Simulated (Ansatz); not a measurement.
The system is PbS (Galena).

```
Pb S
1.0
     0.00000    2.96575    2.96575
     2.96575    0.00000    2.96575
     2.96575    2.96575    0.00000
Pb S
1 1
Direct
  0.00000 0.00000 0.00000
  0.50000 0.50000 0.50000
```

Program: Ansatz 0.2.0. Alike in all runs: task band structure; cell as given; cutoff (eV) 178; smearing fermi-dirac 0.05 eV; basis error allowed 0.001 eV/atom.

Order these runs on this cell by their band gap on the k mesh, lowest first.
A. level BLYP; potentials or basis all-electron LAPW, scalar-relativistic; spin off; k mesh 8 × 8 × 8
B. level PBE; potentials or basis all-electron LAPW, relativistic spinors; spin SOC, no magnetisation; k mesh 6 × 6 × 6
C. level PBEsol; potentials or basis all-electron LAPW, scalar-relativistic; spin off; k mesh 8 × 8 × 8

B (0.08 eV), C (0.25 eV), A (0.50 eV).

Caveats: spin-orbit coupling is left out, which as a rule narrows the gap of such compounds by several tenths of an eV (some runs).

A k mesh can miss the band edges.

Not every run made on this cell is shown here.
